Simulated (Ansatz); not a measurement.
# Moving the fixed moment of the cell in Eu

It takes space group Im-3m (No. 229, cubic). Conventional cell: a = 4.606 Å, b = 4.606 Å, c = 4.606 Å, α = 90.00°, β = 90.00°, γ = 90.00°. Eu (site symmetry m-3m) has 8 Eu at 3.99 Å as nearest neighbours.

Kept alike: task single point; functional PBEsol; k mesh 7 × 7 × 7; occupations fermi-dirac, width 0.05 eV. Program: Ansatz, Ansatz PAW, cutoff 420 eV. The mesh is that of the run's cell of 1 atom. No spin-orbit coupling.

```csv
"fixed moment of cell, M (μB)",pressure (GPa),largest site moment (μB),free energy over the lowest row (meV/atom)
0,-5.86,0.00,7284.58
1.8,-4.41,2.94,4860.62
3.5,-4.51,4.72,2813.15
5.2,-1.59,5.96,863.59
7,-2.68,6.91,0.00
8.8,-2.81,7.80,342.71
10.5,-6.66,9.28,14100.91
14,-5.67,12.72,48008.66
```

Pressure is positive in compression, with a Pulay correction for the finite cutoff. For a metal such a mesh leaves the last digits unconverged. The runs hold the magnetic state that their start led to, which needn't be the lowest. Site moments count inside each atom's sphere or projector. All rows use potentials made for PBE.

**Question.** What does the fixed moment of the cell change here?

**Answer.** The pressure runs from -6.66 (10.5) to -1.59 GPa (5.2). The largest site moment rises from 0.00 to 12.72 μB between 0 and 14 μB. The free energy is lowest at 7, and 48008.66 meV an atom higher at 14.
